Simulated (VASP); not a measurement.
Here is a VASP 6.6.1 calculation.

Contents of INCAR:

```
PREC     = Accurate       # precision mode
ENCUT    = 600            # plane-wave cutoff, eV
EDIFF    = 1E-6           # SCF threshold, eV
ISMEAR   = 1              # smearing method
SIGMA    = 0.1            # smearing width, eV
LREAL    = F              # projectors in reciprocal space
LASPH    = T              # aspherical terms in the spheres
NELM     = 60             # most SCF steps
ALGO     = Normal         # electronic algorithm
ISIF     = 3              # what is computed and relaxed
LWAVE    = F              # write WAVECAR
LCHARG   = F              # write CHGCAR
METAGGA  = SCAN           # meta-GGA
LMIXTAU  = T            
IBRION   = 2              # ionic algorithm
NSW      = 40             # ionic steps
EDIFFG   = -0.005         # ionic threshold
```

The input KPOINTS:

```
regular mesh
0
Gamma
  12 12 12
```

File POSCAR:

```
Pd
1.0
    0.0000000000      1.9465000000      1.9465000000
    1.9465000000      0.0000000000      1.9465000000
    1.9465000000      1.9465000000      0.0000000000
Pd
1
Direct
    0.0000000000      0.0000000000      0.0000000000
```

Potentials or basis: VASP PAW PBE potentials, release 64 (Pd).

Command:

```bash
$ cat potpaw_PBE.64/Pd/POTCAR > POTCAR
$ mpirun -np 1 vasp_std > vasp.out
```

Question: What does it give for the band gap on the k mesh?

Answer: None (metal or under the smearing width).

Final structure:
```
CELL_PARAMETERS angstrom
0.00000 1.94650 1.94650
1.94650 0.00000 1.94650
1.94650 1.94650 0.00000
ATOMIC_POSITIONS crystal
Pd 0.00000 0.00000 0.00000
```

Caveat: the relaxation stopped at its first step, so nothing moved.
